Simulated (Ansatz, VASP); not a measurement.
# HfN (HfN strained to the junction's net): VASP beside Ansatz

One calculation is typed for both programs; each brings its own data sets. How far apart do they land? The cell is generated by rule, not measured, and may not be a known phase. The structure shown is the end of the Ansatz relaxation below.

Method: plane waves, with VASP 6.6.1 beside it; single point at PBE, in Ansatz 0.2.0.

## Step 1: Set-up

It takes space group R-3m (No. 166, trigonal). Conventional cell: a = 3.330 Å, b = 3.330 Å, c = 7.664 Å, α = 90.00°, β = 90.00°, γ = 120.00°. Nearest to Hf lie 6 N at 2.31 Å. Nearest to N lie 6 Hf at 2.31 Å. Farther neighbours and most contacts between anions are not listed.

Structure file:

```
Hf N
1.0
     3.33000    0.00000    0.00000
    -1.66500    2.88386    0.00000
     0.00000    0.00000    7.66360
Hf N
3 3
Direct
  0.00000 0.00000 0.00000
  0.66667 0.33333 0.33333
  0.33333 0.66667 0.66667
  0.33333 0.66667 0.16667
  0.00000 0.00000 0.50000
  0.66667 0.33333 0.83333
```

## Step 2: Ansatz: relaxation, PBE

Ansatz runs on its default PAW (the set named soft_2) files.

This run makes the geometry at which the two programs are then compared.

Contents of input.yaml:

```yaml
crystal:
  lattice:
    - [3.33, 0.0, 0.0]
    - [-1.665, 2.8838645946, 0.0]
    - [0.0, 0.0, 7.6287626787]
  atoms:
    - { symbol: Hf, position: [0.0, 0.0, 0.0] }
    - { symbol: "N", position: [0.3333333333, 0.6666666667, 0.1666666667] }
    - { symbol: Hf, position: [0.6666666667, 0.3333333333, 0.3333333333] }
    - { symbol: "N", position: [0.0, 0.0, 0.5] }
    - { symbol: Hf, position: [0.3333333333, 0.6666666667, 0.6666666667] }
    - { symbol: "N", position: [0.6666666667, 0.3333333333, 0.8333333333] }
kpoints:
  mp_grid: { grid: [12, 12, 4] }
scf:
  occupations: { method: fermi_dirac, width: 0.1 }
  max_iter: 150
hamiltonian:
  xc: pbe
relax:
  f_tol: 0.01
  max_steps: 40
  cell: { fix: [a, b, angles] }
```

On the command line:

```bash
$ ansatz run input.yaml --threads 4 --pin off --max-ram 16384MiB --backend cpu --events-out ev --progress --plain --runs-dir out
```

Numbers of over 12 decimals in the logs are rounded to 6 here.

The log of the run:

```text
Engine: ansatz 0.2.0, aarch64-unknown-linux-gnu
Pseudopotentials: kind: paw
Pseudopotential: Hf, paw, valence charge 26, recommended cutoff 420 eV (normal), Hf.paw.azcp
Pseudopotential: N, paw, valence charge 5, recommended cutoff 420 eV (normal), N.paw.azcp
Functional definition: PBE
  parameter kappa = 0.804
  parameter beta = 0.066725
  exchange = pbe_x(kappa = kappa, mu = beta*pi^2/3)
  correlation = pbe_c(beta = beta)
Crystal: 6 atoms, lattice volume = 73.261 Å³
Basis set: ecut = 420 eV, 1429 PW (Γ), exchange–correlation on 48×48×108 points (8 copies of the dense FFT grid, shifted against one another)
Bands: 56, of which v1, the nominal top of the filled ones, is band 47 counted from 1 (46 counted from 0)
Symmetry: 36 space group operations
Space group: R-3m (ITA 166), of the structure as read, at distance tolerance 4.2e-5 Å
k-points: 69 of 576
Non-local potential: Hf, projectors of the file, l = 0: 3, l = 1: 2, l = 2: 2, l = 3: 3
Non-local potential: N, projectors of the file, l = 0: 2, l = 1: 2, l = 2: 1
PAW form: soft (Blöchl's): semilocal exchange-correlation on the pseudo side does not see the compensation charge
PAW one-centre angular grid: Hf, 590 points (default); XC on 64 Gauss nodes
PAW one-centre angular grid: N, 110 points (default); XC on 64 Gauss nodes
Initial density: superposition of atomic densities (neutral atoms: chi_scale 0, normalization atom), corrected by the library's trained network
Initial wavefunctions: pseudopotential atomic-orbital guess
Functional: x = pbe(κ = 0.804, μ = 0.219515), c = pbe(β = 0.066725)
SCF iter   1: F=—  HF=-48325.866467 eV  |F-HF|=—  |Δ(HF+E_count)|=         —  Δρ=6.16e-3  dr2=3.55e-2  ethr=1.77e-3  ⟨swp⟩=4.9  Hψ=11564  notcnv=0  defer=3
preconditioner: auto → Kerker (q_TF=auto, 2.839 Å⁻¹)  [metal: Δε(μ)=0.016 eV  Ē_g=17.897 eV  σ=0.100 eV  W_gap=0.04  n_scr=36 (ndim 8)  ℏωp=40.5 eV  f_vac=0.000  D(μ)=1.83/eV (n_scr^D=4)]
SCF iter   2: F=—  HF=-48325.858395 eV  |F-HF|=—  |Δ(HF+E_count)|=   8.07e-3  Δρ=1.49e-3  dr2=1.78e-3  ethr=3.81e-5  ⟨swp⟩=2.0  Hψ=6747  notcnv=0  defer=5
SCF iter   3: F=—  HF=-48325.858038 eV  |F-HF|=—  |Δ(HF+E_count)|=   3.57e-4  Δρ=8.84e-4  dr2=4.28e-4  ethr=1.92e-6  ⟨swp⟩=2.1  Hψ=5403  notcnv=0  defer=5
SCF iter   4: F=—  HF=-48325.858001 eV  |F-HF|=—  |Δ(HF+E_count)|=   3.72e-5  Δρ=2.75e-4  dr2=3.27e-5  ethr=4.60e-7  ⟨swp⟩=2.0  Hψ=7038  notcnv=0  defer=5
SCF iter   5: F=—  HF=-48325.858040 eV  |F-HF|=—  |Δ(HF+E_count)|=   3.95e-5  Δρ=9.09e-5  dr2=4.13e-6  ethr=3.52e-8  ⟨swp⟩=2.7  Hψ=7291  notcnv=0  defer=5
SCF iter   6: F=—  HF=-48325.858038 eV  |F-HF|=—  |Δ(HF+E_count)|=   2.50e-6  Δρ=2.36e-5  dr2=4.41e-7  ethr=4.44e-9  ⟨swp⟩=2.3  Hψ=6674  notcnv=0  defer=5
SCF iter   7: F=-48325.858038 eV  HF=-48325.858038 eV  |F-HF|=5.82e-8  |Δ(HF+E_count)|=   5.24e-8  Δρ=9.11e-6  dr2=7.18e-8  ethr=1.08e-10  ⟨swp⟩=6.0  Hψ=16595  notcnv=0
SCF 1 converged in 7 iterations: F = -48325.858038 eV  dr2 = 7.18e-8
  greatest PAW one-centre occupation: 0.998 electrons in one spin orbital (limit 2), on the Hf atom at site 4 (counted from 0), in its partial waves of l = 0
relax step   1: F+E_penalty+E_count = -48325.85803756 eV  Δ(F+E_penalty+E_count) = +0.000e0 eV  max|allowed force component| = 2.008e-27 eV/Å  Δτ_max = 0.0000 Å  P = -9.009 GPa  Ω = 73.261 Å³  fix = [a, b, alpha, beta, gamma]  reactions: a -14.446, b -14.446 GPa  (7 SCF iters, dr2 threshold 1.00e-7 eV, accepted)
[...]
relax step   2: F+E_penalty+E_count = -48325.85461612 eV  Δ(F+E_penalty+E_count) = +3.421e-3 eV  max|allowed force component| = 2.962e-27 eV/Å  Δτ_max = 0.0000 Å  P = -11.324 GPa  Ω = 74.024 Å³  energy of the carried Pulay correction = -2.103e-3 eV  fix = [a, b, alpha, beta, gamma]  (6 SCF iters, dr2 threshold 6.00e-7 eV, rejected (line search))
[...]
relax step   3: F+E_penalty+E_count = -48325.85903022 eV  Δ(F+E_penalty+E_count) = -9.927e-4 eV  max|allowed force component| = 7.110e-29 eV/Å  Δτ_max = 0.0000 Å  P = -10.039 GPa  Ω = 73.596 Å³  energy of the carried Pulay correction = -9.245e-4 eV  fix = [a, b, alpha, beta, gamma]  reactions: a -15.048, b -15.048 GPa  (9 SCF iters, accepted)
[...]
relax step   4: F+E_penalty+E_count = -48325.86013295 eV  Δ(F+E_penalty+E_count) = -1.103e-3 eV  max|allowed force component| = 6.919e-29 eV/Å  Δτ_max = 0.0000 Å  P = -10.023 GPa  Ω = 73.596 Å³  fix = [a, b, alpha, beta, gamma]  reactions: a -15.041, b -15.041 GPa  stress off target by 1.15e-2 GPa on what of the cell is left free  SCF on the basis re-selected at this cell (its energy is not comparable with the rows above)  (5 SCF iters)
basis re-selected at this cell: Δ(F+E_penalty+E_count) = -1.103e-3 eV, ΔP = +0.016 GPa vs the last step (what re-selecting the basis moved, of the pressure what is left beyond the Pulay correction that the steps carried, after the strain that the cell walked since its last selection, with what the two solves' SCF thresholds leave and, on support functions, any second-order correction that the steps lacked; it is no m [...]
SCF converged after 5 iterations
Free energy (F): -48325.860133 eV
Harris-Foulkes:  -48325.860133 eV  (|F-HF|=1.46e-11)
Internal energy: -48325.799183 eV  (E = F + TS)
E sigma→0 (E₀):  -48325.829658 eV
Entropy (-TS):   -0.060950 eV (-10.158 meV/atom)
Fermi energy:    22.391565 eV
--- Per-component energies (eV) ---
  E_band       = 401.345452
  E_kinetic    = 1657.810336
  E_local      = -14689.221083  (includes V_loc(G=0)·N_el)
  E_nonlocal   = -3597.204857
  E_hartree    = 6919.859372
  E_xc         = -1081.080013
  E_vxc        = -1029.414542  (∫ρ·V_xc dr)
  E_paw        = -21161.050004  (= ΣΔE_a)
  E_vpaw       = 4219.656899  (= ΣTr[D̂ρ^β])
  E_aug_tail   = 0.000280  (compensation charges beyond the density's cutoff)
  E_ewald      = -16374.913214
  E_smearing   = -0.060950  (= −TS)
  E_closure    = 0.000000  (closes the sum)
  Σ components = -48325.860133   (vs F -48325.860133, Δ=0.00e0)
--- Forces (eV/Å), atoms counted from 1 ---
  atom   1  Hf    -0.00000000     0.00000000     0.00000000
  atom   2  N      0.00000000     0.00000000     0.00000000
  atom   3  Hf     0.00000000    -0.00000000     0.00000000
  atom   4  N      0.00000000     0.00000000     0.00000000
  atom   5  Hf     0.00000000     0.00000000     0.00000000
  atom   6  N     -0.00000000     0.00000000     0.00000000
  max |Σ_I F_I| component: 1.23e-28 eV/Å
--- Stress (GPa, compression-positive) ---
      -15.040637       0.000000       0.000000
        0.000000     -15.040637       0.000000
        0.000000       0.000000       0.011470
  P = ⅓ Tr σ = -10.0233 GPa (-100.233 kbar)
--- Relaxed structure (3 steps of the walk, 2 accepted, 1 SCFs on fresh bases) ---
  F+E_penalty+E_count = -48325.86013295 eV   max|allowed force component| = 6.919e-29 eV/Å   (the final SCF, on the basis selected at the relaxed cell)
  cell:  # Å, volume = 73.5956 Å³
    - [3.330000, 0, 0]
    - [-1.665000, 2.883865, 0]
    - [0, 0, 7.663596]
  atoms:
    - { symbol: Hf, position: [0, 0, 0] }
    - { symbol: N, position: [0.333333, 0.666667, 0.166667] }
    - { symbol: Hf, position: [0.666667, 0.333333, 0.333333] }
    - { symbol: N, position: [0, 0, 0.500000] }
    - { symbol: Hf, position: [0.333333, 0.666667, 0.666667] }
    - { symbol: N, position: [0.666667, 0.333333, 0.833333] }
```

## Step 3: VASP: single point, PBE

The same cell, functional, mesh and smearing now go to VASP, with its own data sets.

Lines of VASP's logs that name or quote its potential files are left out, and so is its time.

Contents of INCAR:

```
SYSTEM = HfN
PREC = Accurate
ENCUT = 600
EDIFF = 1E-06
NELM = 120
ISMEAR = -1
SIGMA = 0.1
LREAL = .FALSE.
ALGO = Normal
GGA = PE
NBANDS = 28
LASPH = .TRUE.
LORBIT = 11
LWAVE = .FALSE.
LCHARG = .FALSE.
ISIF = 2
GGA_COMPAT = .FALSE.
KPAR = 2
```

Contents of POSCAR:

```
HfN
1.0
    3.3300000000      0.0000000000      0.0000000000
   -1.6650000000      2.8838645946      0.0000000000
    0.0000000000      0.0000000000      7.6635957576
Hf N
3 3
Direct
    0.0000000000      0.0000000000      0.0000000000
    0.6666666667      0.3333333333      0.3333333333
    0.3333333333      0.6666666667      0.6666666667
    0.3333333333      0.6666666667      0.1666666667
    0.0000000000      0.0000000000      0.5000000000
    0.6666666667      0.3333333333      0.8333333333
```

Contents of KPOINTS:

```
Automatic mesh
0
Gamma
12 12 4
0 0 0
```

The projector-augmented-wave data sets are Hf_pv and N (PBE family, release 64).

On the command line:

```bash
$ mpirun -np 2 vasp_std
```

The log of the run:

```text
[banner, memory and clock lines left out]
running    2 mpi-ranks, on    1 nodes
 distrk:  each k-point on    1 cores,    2 groups
 distr:  one band on    1 cores,    1 groups

 POSCAR found type information on POSCAR HfN
 POSCAR found :  2 types and       6 ions
 LDA part: xc-table for (Slater+PW92), standard interpolation
 POSCAR, INCAR and KPOINTS ok, starting setup
 FFT: planning ... GRIDC
 FFT: planning ... GRID_SOFT
 FFT: planning ... GRID
 WAVECAR not read
 entering main loop
       N       E                     dE             d eps       ncg     rms          rms(c)
DAV:   1     0.233889590678E+03    0.23389E+03   -0.26949E+04  3864   0.176E+03
DAV:   2    -0.594415656622E+02   -0.29333E+03   -0.28551E+03  4876   0.411E+02
DAV:   3    -0.738583240141E+02   -0.14417E+02   -0.14213E+02  4836   0.790E+01
DAV:   4    -0.740871891227E+02   -0.22887E+00   -0.22537E+00  5040   0.970E+00
DAV:   5    -0.740903885743E+02   -0.31995E-02   -0.31791E-02  4940   0.905E-01    0.747E+01
DAV:   6    -0.652684943928E+02    0.88219E+01   -0.56289E+01  4520   0.339E+01    0.626E+01
DAV:   7    -0.650818033786E+02    0.18669E+00   -0.43958E+00  4484   0.117E+01    0.316E+01
DAV:   8    -0.650454746285E+02    0.36329E-01   -0.23433E-01  4888   0.335E+00    0.629E+00
DAV:   9    -0.650291754079E+02    0.16299E-01   -0.12368E-01  4576   0.178E+00    0.389E+00
DAV:  10    -0.650266221430E+02    0.25533E-02   -0.16799E-02  4660   0.716E-01    0.458E-01
DAV:  11    -0.650266237714E+02   -0.16284E-05   -0.78136E-04  4852   0.184E-01    0.598E-02
DAV:  12    -0.650266187635E+02    0.50079E-05   -0.19161E-05  5112   0.293E-02    0.770E-02
DAV:  13    -0.650266196624E+02   -0.89891E-06   -0.71935E-07  3096   0.591E-03
   1 F= -.65026620E+02 E0= -.64996162E+02  d E =-.609148E-01
```

From OUTCAR (step 3):

```text
ion  position               nearest neighbor table
   1  0.000  0.000  0.000-   4 2.31   6 2.31   4 2.31   6 2.31   6 2.31   4 2.31   2 3.20   3 3.20
                             3 3.20   2 3.20   3 3.20   2 3.20
   2  0.667  0.333  0.333-   4 2.31   4 2.31   5 2.31   4 2.31   5 2.31   5 2.31   1 3.20   1 3.20
                             1 3.20   3 3.20   3 3.20   3 3.20
   3  0.333  0.667  0.667-   6 2.31   6 2.31   5 2.31   6 2.31   5 2.31   5 2.31   1 3.20   1 3.20
                             1 3.20   2 3.20   2 3.20   2 3.20
   4  0.333  0.667  0.167-   2 2.31   2 2.31   1 2.31   2 2.31   1 2.31   1 2.31
   5  0.000  0.000  0.500-   2 2.31   3 2.31   3 2.31   2 2.31   2 2.31   3 2.31
   6  0.667  0.333  0.833-   3 2.31   3 2.31   1 2.31   3 2.31   1 2.31   1 2.31

  LATTYP: Found a hexagonal cell.
 ALAT       =     3.3300000000
 C/A-ratio  =     2.3013801074

 Subroutine GETGRP returns: Found 12 space group operations
 (whereof 12 operations were pure point group operations)

The static configuration has the point symmetry D_3d.

 Found     69 irreducible k-points:

   k-points           NKPTS =     69   k-points in BZ     NKDIM =     69   number of bands    NBANDS=     28

   dimension x,y,z NGX =    28 NGY =   28 NGZ =   64
   dimension x,y,z NGXF=    56 NGYF=   56 NGZF=  128

   ENCUT  =  600.0 eV  44.10 Ry    6.64 a.u.   6.65  6.65 15.31*2*pi/ulx,y,z

   NELECT =      45.0000    total number of electrons

 k-points in reciprocal lattice and weights: Automatic mesh
   0.00000000  0.00000000  0.00000000       0.002
   0.08333333  0.00000000  0.00000000       0.010
   0.16666667  0.00000000  0.00000000       0.010
   0.25000000  0.00000000  0.00000000       0.010
   0.33333333  0.00000000  0.00000000       0.010
   0.41666667  0.00000000  0.00000000       0.010
   0.50000000  0.00000000  0.00000000       0.005
   0.08333333  0.08333333  0.00000000       0.010
   0.16666667  0.08333333  0.00000000       0.021
[...]
0.33333333  0.25000000  0.50000000       0.021
   0.33333333  0.33333333  0.50000000       0.003

 average (electrostatic) potential at core
       1 -35.5284       2 -35.5284       3 -35.5284       4 -62.0843       5 -62.0843
       6 -62.0843

 E-fermi :   7.8065

 k-point     1 :       0.0000    0.0000    0.0000
  band No.  band energies     occupation
    ...
     20       4.8069      2.00000
     21       5.1127      2.00000
     22       7.1827      1.99610
     23       7.1827      1.99610
     24       7.8994      0.56633
     25       8.8944      0.00004
     26       8.8944      0.00004
     27       9.3501      0.00000
     28       9.7150      0.00000

 k-point     2 :       0.0833    0.0000    0.0000
  band No.  band energies     occupation
    ...
     19       4.1563      2.00000
     20       4.5378      2.00000
     21       4.7880      2.00000
     22       7.2980      1.98770
     23       7.4983      1.91226
     24       8.1989      0.03877
     25       8.2299      0.02857
     26       8.6844      0.00031
     27       9.6308      0.00000
     28       9.6541      0.00000

 k-point     3 :       0.1667    0.0000    0.0000
  band No.  band energies     occupation
    ...
     19       2.9512      2.00000
     20       3.9875      2.00000
     21       4.1096      2.00000
     22       7.1733      1.99645
     23       7.4149      1.96095
     24       8.2146      0.03320
     25       8.8048      0.00009
     26       8.8219      0.00008
     27       9.5264      0.00000
     28      10.3064      0.00000

  Total       -7.9932365     -7.9932365     -0.9840388     -0.0000000     -0.0000000      0.0000000
  in kB     -174.0129463   -174.0129463    -21.4225474     -0.0000000     -0.0000000      0.0000000
  external PRESSURE =    -123.1494800 kB  Pullay stress =       0.0000000 kB

  energy-cutoff  :      600.00
  volume of cell :       73.60
      direct lattice vectors                 reciprocal lattice vectors
     3.330000000  0.000000000  0.000000000     0.300300300  0.173378459  0.000000000
    -1.665000000  2.883864595  0.000000000     0.000000000  0.346756918  0.000000000
     0.000000000  0.000000000  7.663595758     0.000000000  0.000000000  0.130487050

 POSITION                                       TOTAL-FORCE (eV/Angst)
 -----------------------------------------------------------------------------------
      0.00000      0.00000      0.00000        -0.000000     -0.000000      0.000000
      1.66500      0.96129      2.55453         0.000000      0.000000      0.000000
     -0.00000      1.92258      5.10906         0.000000     -0.000000      0.000000
     -0.00000      1.92258      1.27727        -0.000000     -0.000000      0.000000
      0.00000      0.00000      3.83180        -0.000000     -0.000000      0.000000
      1.66500      0.96129      6.38633         0.000000     -0.000000     -0.000000
 -----------------------------------------------------------------------------------
    total drift:                               -0.000000      0.000000      0.000000

  FREE ENERGIE OF THE ION-ELECTRON SYSTEM (eV)
  ---------------------------------------------------
  free  energy   TOTEN  =       -65.0266196624 eV

  energy  without entropy=      -64.9657048509  energy(sigma->0) =      -64.99616226

 total charge
# of ion       s       p       d       tot
------------------------------------------
    1        0.276   6.498   1.664   8.438
    2        0.276   6.498   1.664   8.438
    3        0.276   6.498   1.664   8.438
    4        1.228   2.459   0.000   3.687
    5        1.228   2.459   0.000   3.687
    6        1.228   2.459   0.000   3.687
--------------------------------------------------
tot          4.512  26.870   4.993  36.376

[... 3 further parts left out ...]
```

The run ends at a pressure of -12.31 GPa.

## Step 4: Comparison

Known differences besides the potentials themselves: the data sets hold 93 valence electrons in Ansatz (on its default PAW (the set named soft_2) files) and 45 in VASP; the cutoff is 420 eV in Ansatz and 600 eV in VASP; Ansatz's pressure holds a Pulay correction, VASP's none. Total energies have different zeros and are not compared.

The two programs side by side:

```
      quantity  Ansatz    VASP  difference
pressure (GPa)  -10.02  -12.31       +2.29
```

## Step 5: What came out

| Quantity | Value |
| --- | --- |
| difference in pressure (single point, PBE) | 2.3 GPa |

**Reading.** The difference in pressure is 2.3 GPa (single point, PBE), beyond the 1 GPa picked in this series as the mark of a large difference. The data sets hold unlike numbers of valence electrons (93 in Ansatz and 45 in VASP), so part of the differences comes from the potentials. What causes the difference of the single point, PBE pair stays open here. Such differences can come from data sets, numerical settings and the points named under the comparisons, not from the functional's error against experiment.

[Lines on the potential files, build, host, timing and source positions are cut from VASP's logs without a mark.]

[Logs are printed without paths, hosts, clocks, repeated set-up lines and the standing remarks that a program may print on its own settings, such as how far it seeks lower states.]

[Hosts, paths, dates, database ids (printed as entryN), source tags and the programs' standing remarks are cut or masked in the printed files.]
